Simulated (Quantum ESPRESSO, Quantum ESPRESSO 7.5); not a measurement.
## black arsenene, 1 layer, stepped through biaxial strain

Aim: how the results for black arsenene, 1 layer change with biaxial strain.

Calculated with Quantum ESPRESSO 7.5; plane-wave DFT, PBE, GBRV ultrasoft pseudopotentials.

### 1. Starting point

The cell holds 4 atoms: 4 As. Its edges and angles: a = 4.750 Å, b = 3.680 Å, c = 17.480 Å, α = 90.0°, β = 90.0°, γ = 90.0°. It derives from As. Vacuum lies along c.

Set-up: Cell and atoms are first relaxed; each strained cell is then held and the atoms relax in it. A periodic run with 15 Å of vacuum in the starting cell gives the vacuum levels, and bands follow along a path.

Members -2, -1, 0, 1 and 2 took the same steps and show in the table alone.

### 2. Relaxing cell and ions of the reference

What the set-up leaves free in this member is relaxed.

ref.relax.in reads:

```
&control
  prefix = 'ref.relax'
  outdir = './out'
  pseudo_dir = './pseudo'
  nstep = 80
  forc_conv_thr = 0.0004
  calculation = 'vc-relax'
  etot_conv_thr = 1e-06
/
&system
  ibrav = 0
  nat = 4
  ntyp = 1
  ecutwfc = 50
  ecutrho = 250
  occupations = 'smearing'
  smearing = 'fd'
  degauss = 0.004
/
&electrons
  conv_thr = 1e-09
  mixing_beta = 0.4
  electron_maxstep = 120
  mixing_mode = 'plain'
/
&ions
/
&cell
  cell_dofree = '2Dxy'
  press_conv_thr = 0.3
/
ATOMIC_SPECIES
  As  74.9216  as_pbe_v1.uspp.F.UPF
CELL_PARAMETERS angstrom
  4.75000000000000 0.00000000000000 0.00000000000000
  0.00000000000000 3.68000000000000 0.00000000000000
  0.00000000000000 0.00000000000000 17.48000000000000
ATOMIC_POSITIONS crystal
  As  0.090000000000 0.000000000000 0.429061784897
  As  0.410000000000 0.500000000000 0.434782608696
  As  0.590000000000 0.500000000000 0.565217391304
  As  0.910000000000 0.000000000000 0.570938215103
K_POINTS automatic
  8 8 1 0 0 0
```

Launch:

```console
$ OMP_NUM_THREADS=1 mpirun -n 4 pw.x -nk 4 -in ref.relax.in > ref.relax.out
```

Output:

```text
Program PWSCF v.7.5 starts
[citation notice left out]

     Parallel version (MPI & OpenMP), running on       4 processor cores
     Number of MPI processes:                 4
     Threads/MPI process:                     1

     MPI processes distributed on     1 nodes
[...]
Current dimensions of program PWSCF are:
     Max number of different atomic species (ntypx) = 10
     Max number of k-points (npk) =  40000
     Max angular momentum in pseudopotentials (lmaxx) =  4
     Message from routine setup:
     using ibrav=0 with symmetry is DISCOURAGED, use correct ibrav instead

     K-points division:     npool     =       4
     Subspace diagonalization in iterative solution of the eigenvalue problem:
     a serial algorithm will be used

     G-vector sticks info
     --------------------
     sticks:   dense  smooth     PW     G-vecs:    dense   smooth      PW
     Sum        1247     999    289               137777    98583   15577

     Using Slab Decomposition

     bravais-lattice index     =            0
     lattice parameter (alat)  =       8.9762  a.u.
     unit-cell volume          =    2061.9563 (a.u.)^3
     number of atoms/cell      =            4
     number of atomic types    =            1
     number of electrons       =        20.00
     number of Kohn-Sham states=           14
     kinetic-energy cutoff     =      50.0000  Ry
     charge density cutoff     =     250.0000  Ry
     scf convergence threshold =      1.0E-09
     mixing beta               =       0.4000
     number of iterations used =            8  plain     mixing
     energy convergence thresh.=      1.0E-06
     force convergence thresh. =      4.0E-04
     press convergence thresh. =      3.0E-01
     Exchange-correlation= SLA  PW   PBE  PBE
                           (   1   4   3   4   0   0   0)
     nstep                     =           80

     celldm(1)=   8.976199  celldm(2)=   0.000000  celldm(3)=   0.000000
     celldm(4)=   0.000000  celldm(5)=   0.000000  celldm(6)=   0.000000

     crystal axes: (cart. coord. in units of alat)
               a(1) = (   1.000000   0.000000   0.000000 )
               a(2) = (   0.000000   0.774737   0.000000 )
               a(3) = (   0.000000   0.000000   3.680000 )

     reciprocal axes: (cart. coord. in units 2 pi/alat)
               b(1) = (  1.000000  0.000000  0.000000 )
               b(2) = (  0.000000  1.290761  0.000000 )
               b(3) = (  0.000000  0.000000  0.271739 )

     PseudoPot. # 1 for As read from file:
     ./pseudo/as_pbe_v1.uspp.F.UPF
     Pseudo is Ultrasoft + core correction, Zval =  5.0
     Generated by new atomic code, or converted to UPF format
     Using radial grid of  875 points,  6 beta functions with:
                l(1) =   0
                l(2) =   0
                l(3) =   1
                l(4) =   1
                l(5) =   2
                l(6) =   2
     Q(r) pseudized with  8 coefficients,  rinner =    1.300   1.300   1.300
                                                       1.300   1.300

     atomic species   valence    mass     pseudopotential
     As                5.00    74.92160     As( 1.00)

      4 Sym. Ops., with inversion, found

   Cartesian axes

     site n.     atom                  positions (alat units)
         1        As     tau(   1) = (   0.0900000   0.0000000   1.5789474  )
         2        As     tau(   2) = (   0.4100000   0.3873684   1.6000000  )
         3        As     tau(   3) = (   0.5900000   0.3873684   2.0800000  )
         4        As     tau(   4) = (   0.9100000   0.0000000   2.1010526  )

     number of k points=    25  Fermi-Dirac smearing, width (Ry)=  0.0040
                       cart. coord. in units 2pi/alat
        k(    1) = (   0.0000000   0.0000000   0.0000000), wk =   0.0312500
        k(    2) = (   0.0000000   0.1613451   0.0000000), wk =   0.0625000
        k(    3) = (   0.0000000   0.3226902   0.0000000), wk =   0.0625000
        k(    4) = (   0.0000000   0.4840353   0.0000000), wk =   0.0625000
        k(    5) = (   0.0000000  -0.6453804   0.0000000), wk =   0.0312500
        k(    6) = (   0.1250000   0.0000000   0.0000000), wk =   0.0625000
        k(    7) = (   0.1250000   0.1613451   0.0000000), wk =   0.1250000
        k(    8) = (   0.1250000   0.3226902   0.0000000), wk =   0.1250000
        k(    9) = (   0.1250000   0.4840353   0.0000000), wk =   0.1250000
        k(   10) = (   0.1250000  -0.6453804   0.0000000), wk =   0.0625000
[...]
k(   25) = (  -0.5000000  -0.6453804   0.0000000), wk =   0.0312500

     Dense  grid:   137777 G-vectors     FFT dimensions: (  45,  36, 180)

     Smooth grid:    98583 G-vectors     FFT dimensions: (  45,  32, 150)

     Estimated max dynamical RAM per process >     220.54 MB

     Estimated total dynamical RAM >     781.27 MB

     Initial potential from superposition of free atoms

     starting charge      19.9990, renormalised to      20.0000

     negative rho (up, down):  1.370E-04 0.000E+00
     Starting wfcs are   16 randomized atomic wfcs

     total cpu time spent up to now is        4.5 secs

     per-process dynamical memory:    99.1 Mb

     Self-consistent Calculation

     iteration #  1     ecut=    50.00 Ry     beta= 0.40
     Davidson diagonalization with overlap
     ethr =  1.00E-02,  avg # of iterations =  2.2

     Threshold (ethr) on eigenvalues was too large:
     Diagonalizing with lowered threshold

     Davidson diagonalization with overlap
     ethr =  2.39E-04,  avg # of iterations =  2.4

     negative rho (up, down):  2.511E-05 0.000E+00

     total cpu time spent up to now is       12.9 secs

     total energy              =    -161.04761901 Ry
     estimated scf accuracy    <       0.04706634 Ry

     iteration #  2     ecut=    50.00 Ry     beta= 0.40
[...]
negative rho (up, down):  6.385E-05 0.000E+00

[...]
total energy              =    -161.04672456 Ry
     estimated scf accuracy    <       0.01345009 Ry

     iteration #  3     ecut=    50.00 Ry     beta= 0.40
[...]
negative rho (up, down):  9.532E-05 0.000E+00

[...]
total energy              =    -161.04792373 Ry
     estimated scf accuracy    <       0.00036773 Ry

     iteration #  4     ecut=    50.00 Ry     beta= 0.40
[...]
negative rho (up, down):  1.151E-04 0.000E+00

[...]
total energy              =    -161.04819873 Ry
     estimated scf accuracy    <       0.00010571 Ry

[...]
estimated scf accuracy    <       0.00056581 Ry

[...]
iteration #  8     ecut=    50.00 Ry     beta= 0.40
[...]
negative rho (up, down):  1.512E-04 0.000E+00

[...]
End of self-consistent calculation

[...]
the Fermi energy is    -1.0046 ev

!    total energy              =    -161.07493326 Ry
     estimated scf accuracy    <          5.8E-10 Ry
     smearing contrib. (-TS)   =      -0.00000192 Ry
     internal energy E=F+TS    =    -161.07493133 Ry

     The total energy is F=E-TS. E is the sum of the following terms:
     one-electron contribution =    -226.06763688 Ry
     hartree contribution      =     117.43585248 Ry
     xc contribution           =    -126.02462300 Ry
     ewald contribution        =      73.58147607 Ry

     convergence has been achieved in   8 iterations

     negative rho (up, down):  1.512E-04 0.000E+00

     Forces acting on atoms (cartesian axes, Ry/au):

     atom    1 type  1   force =    -0.00900568    0.00000000    0.00830501
     atom    2 type  1   force =     0.00932842    0.00000000   -0.01139771
     atom    3 type  1   force =    -0.00932842    0.00000000    0.01139771
     atom    4 type  1   force =     0.00900568    0.00000000   -0.00830501

     Total force =     0.027093     Total SCF correction =     0.000014

     Computing stress (Cartesian axis) and pressure

     negative rho (up, down):  1.512E-04 0.000E+00
          total   stress  (Ry/bohr**3)                   (kbar)     P=        1.42
   0.00002177   0.00000000  -0.00000022            3.20        0.00       -0.03
   0.00000000   0.00000158   0.00000000            0.00        0.23        0.00
  -0.00000022   0.00000000   0.00000554           -0.03        0.00        0.81

     Energy error            =      9.1E-03 Ry
     Gradient error          =      1.1E-02 Ry/Bohr
     Cell gradient error     =      3.2E+00 kbar

     number of scf cycles    =   3
     number of bfgs steps    =   2

     enthalpy           old  =    -161.0658248657 Ry
     enthalpy           new  =    -161.0749332579 Ry

     CASE: enthalpy          _new < enthalpy          _old

     new trust radius        =       0.0372070237 bohr
     new conv_thr            =       0.0000000003 Ry

     new unit-cell volume =   2095.12686 a.u.^3 (   310.46577 Ang^3 )
     density =      1.60289 g/cm^3

CELL_PARAMETERS (angstrom)
   4.800669828   0.000000000   0.000000000
   0.000000000   3.699733634   0.000000000
   0.000000000   0.000000000  17.480000000

ATOMIC_POSITIONS (crystal)
As               0.0726277911       -0.0000000000        0.4313368553
As               0.4276856818        0.5000000000        0.4316844204
As               0.5723143182        0.5000000000        0.5683155796
As               0.9273722089        0.0000000000        0.5686631447

[...]
NEW-OLD atomic charge density approx. for the potential
     New effective cutoffs (rho, wfc):  249.73   49.99

     negative rho (up, down):  1.658E-04 0.000E+00

     total cpu time spent up to now is      162.8 secs

     per-process dynamical memory:   105.9 Mb

[...]
!    total energy              =    -161.07595314 Ry
[...]
Total force =     0.004760     Total SCF correction =     0.000011
[...]
number of bfgs steps    =   3
[...]
new trust radius        =       0.0040094433 bohr
[...]
!    total energy              =    -161.07598301 Ry
[...]
Total force =     0.002759     Total SCF correction =     0.000003
[...]
number of bfgs steps    =   4
[...]
new trust radius        =       0.0044103815 bohr
[...]
!    total energy              =    -161.07600774 Ry
[...]
Total force =     0.000841     Total SCF correction =     0.000005
[...]
number of bfgs steps    =   5
[...]
new trust radius        =       0.0066161129 bohr
[...]
!    total energy              =    -161.07602484 Ry
[...]
Total force =     0.001478     Total SCF correction =     0.000001
[...]
number of bfgs steps    =   6
[...]
new trust radius        =       0.0066214081 bohr
[...]
!    total energy              =    -161.07603501 Ry
[...]
Total force =     0.002352     Total SCF correction =     0.000004
[...]
number of bfgs steps    =   7
[...]
new trust radius        =       0.0072844837 bohr
[...]
!    total energy              =    -161.07604561 Ry
[...]
!    total energy              =    -161.07606509 Ry
[...]
Total force =     0.000302     Total SCF correction =     0.000000
[...]
number of bfgs steps    =  12
[...]
new trust radius        =       0.0019229289 bohr
[...]
!    total energy              =    -161.07606626 Ry
[...]
Total force =     0.000570     Total SCF correction =     0.000001
[...]
number of bfgs steps    =  13
[...]
new trust radius        =       0.0028837901 bohr
[...]
Self-consistent Calculation

     iteration #  1     ecut=    50.00 Ry     beta= 0.40
     Davidson diagonalization with overlap
     ethr =  1.00E-06,  avg # of iterations =  2.0

     Threshold (ethr) on eigenvalues was too large:
     Diagonalizing with lowered threshold

     Davidson diagonalization with overlap
     ethr =  6.01E-11,  avg # of iterations =  9.3

     negative rho (up, down):  1.510E-04 0.000E+00

     total cpu time spent up to now is      616.6 secs

     total energy              =    -161.07606769 Ry
     estimated scf accuracy    <       0.00000002 Ry

[...]
iteration #  5     ecut=    50.00 Ry     beta= 0.40
[...]
negative rho (up, down):  1.510E-04 0.000E+00

[...]
End of self-consistent calculation

          k = 0.0000 0.0000 0.0000 ( 12305 PWs)   bands (ev):

   -15.2736 -13.2087 -10.6160  -7.5783  -5.9257  -5.0367  -4.0051  -2.8983
    -2.4760  -1.4831  -0.5573   0.7328   1.1351   1.7919

          k = 0.0000 0.1611 0.0000 ( 12283 PWs)   bands (ev):

   -15.1272 -13.0526 -10.7659  -7.8021  -5.7987  -4.9028  -4.5456  -3.0472
    -2.8202  -1.5888  -0.4173   0.9901   1.7602   1.7661

          k = 0.0000 0.3223 0.0000 ( 12292 PWs)   bands (ev):

   -14.6952 -12.5890 -11.2721  -8.5380  -5.4444  -5.1959  -4.5260  -3.6246
    -2.7421  -1.9535  -0.1436  -0.0318   1.4554   1.6908

          k = 0.0000 0.4834 0.0000 ( 12316 PWs)   bands (ev):

   -14.0019 -12.1226 -11.8337  -9.6567  -5.2662  -5.0010  -4.0146  -3.6771
    -3.0695  -2.5729  -0.3110   0.1120   0.3650   1.0540

          k = 0.0000-0.6445 0.0000 ( 12328 PWs)   bands (ev):

   -13.1056 -13.1029 -10.8265 -10.8249  -4.9534  -4.9504  -3.6593  -3.6592
    -3.1601  -3.1571  -0.1985  -0.1958   0.4591   0.4611

          k = 0.1241 0.0000 0.0000 ( 12298 PWs)   bands (ev):

   -15.2031 -13.2694 -10.6581  -7.9589  -5.6654  -4.7684  -3.9367  -2.6223
    -2.4958  -1.8917  -0.2392   0.7980   0.8599   1.6635

[...]
the Fermi energy is    -0.9622 ev

!    total energy              =    -161.07606768 Ry
     estimated scf accuracy    <          2.1E-12 Ry
     smearing contrib. (-TS)   =      -0.00000190 Ry
     internal energy E=F+TS    =    -161.07606579 Ry

     The total energy is F=E-TS. E is the sum of the following terms:
     one-electron contribution =    -226.58952755 Ry
     hartree contribution      =     117.72942981 Ry
     xc contribution
[key lines of the parts left out:]
convergence has been achieved in   5 iterations
```

Wall time 16 min (4 MPI ranks of Intel Xeon Platinum 8259CL at 2.50GHz (Skylake/Cascade Lake), shared host); peak memory 1 GiB; 62 min of CPU time.

Relaxation path:

| step | energy less that of the first step (eV) | largest force (eV/Å) | volume (Å³) |
| --- | --- | --- | --- |
| 1 | 0.0000 | 1.8732 | 305.55 |
| 2 | -0.2393 | 1.1282 | 307.74 |
| 3 | -0.3632 | 0.3787 | 309.78 |
| 4 | -0.3771 | 0.0807 | 310.47 |
| 5 | -0.3775 | 0.0477 | 310.33 |
| 6 | -0.3778 | 0.0144 | 310.09 |
| 7 | -0.3781 | 0.0203 | 309.71 |
| 8 | -0.3782 | 0.0329 | 309.34 |
| 9 | -0.3783 | 0.0370 | 308.94 |
| 10 | -0.3785 | 0.0276 | 308.32 |
| 11 | -0.3786 | 0.0110 | 308.09 |
| 12 | -0.3786 | 0.0026 | 308.08 |
| 13 | -0.3786 | 0.0045 | 308.11 |
| 14 | -0.3786 | 0.0095 | 308.11 |
| 15 | -0.3786 | 0.0129 | 308.07 |
| 16 | -0.3787 | 0.0155 | 308.00 |
| 17 | -0.3787 | 0.0171 | 307.87 |
| 18 | -0.3788 | 0.0172 | 307.67 |
| 19 | -0.3788 | 0.0144 | 307.34 |
| 20 | -0.3788 | 0.0099 | 307.00 |
| 21 | -0.3788 | 0.0070 | 306.94 |
| 22 | -0.3789 | 0.0070 | 306.94 |

| cell as run | before | after | change |
| --- | --- | --- | --- |
| a (Å) | 4.750 | 4.756 | +0.1 % |
| b (Å) | 3.680 | 3.692 | +0.3 % |

The atoms that moved most (Å, along periodic axes as changes of fractional coordinates times the final cell, across vacuum about the mean position):

| atom | dx | dy | dz | length |
| --- | --- | --- | --- | --- |
| As2 | 0.091 | 0.000 | -0.061 | 0.110 |
| As3 | -0.091 | 0.000 | 0.061 | 0.110 |
| As1 | -0.090 | 0.000 | 0.039 | 0.098 |
| As4 | 0.090 | 0.000 | -0.039 | 0.098 |

 The last row is no step: it is a fresh SCF in the final cell with a new plane-wave basis, -0 meV from the row before.

This step gave:

```
free energy  : -2191.5518 eV
Fermi energy : -0.9328 eV
```

(Part 1 of 6 ends here.)

[Logs are printed without paths, hosts, clocks, repeated set-up lines and the standing remarks that a program may print on its own settings, such as how far it seeks lower states.]

[Hosts, paths, dates, database ids (printed as entryN), source tags and the programs' standing remarks are cut or masked in the printed files.]

[Maps of the electrostatic potential energy from Ansatz leave out the sawtooth potential of an applied field or a dipole correction, so their vacuum need not be flat; planar profiles and work functions include it.]
